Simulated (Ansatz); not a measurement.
GeTe (alpha-GeTe type, space group R3m)

```xyz
2
Lattice="2.0935 1.2087 3.6868 -2.0935 1.2087 3.6868 0.0000 -2.4174 3.6868" Properties=species:S:1:pos:R:3 pbc="T T T"
Ge     0.0000     0.0000     2.5643
Te     0.0000     0.0000     8.4961
```

Computed with r2SCAN (plane waves to 500 eV, PAW, scalar-relativistic; Ansatz, a program for electronic structure). DFPT wavenumbers on a 10×10×10 k mesh, in cm⁻¹; i marks imaginary ones, q is in fractions of the reciprocal vectors of the cell shown, and the three acoustic modes at Γ are left out. The non-analytic (LO-TO) term is not included, so polar modes at Γ have their transverse values. GeTe was relaxed with its symmetry unable to fall. Spin-orbit coupling is left out, though Te is heavy.

Q: Does any mode at Γ, L = (0.5, 0.0, 0.0), F = (0.5, 0.5, 0.0), T = (0.5, 0.5, 0.5) come out imaginary?

A: No imaginary mode at these points (lowest 57 cm⁻¹ at F = (0.5, 0.5, 0.0)); other wave vectors were not tested.

Q: List the wavenumbers at Γ, L = (0.5, 0.0, 0.0), F = (0.5, 0.5, 0.0), T = (0.5, 0.5, 0.5), with degeneracies.

A: 
```tsv
q	wavenumbers (cm⁻¹)
Γ	106 (×2), 158
L = (0.5, 0.0, 0.0)	74, 83, 93, 139, 141, 179
F = (0.5, 0.5, 0.0)	57, 58, 81, 102, 118, 144
T = (0.5, 0.5, 0.5)	57 (×2), 75, 150 (×2), 186
```
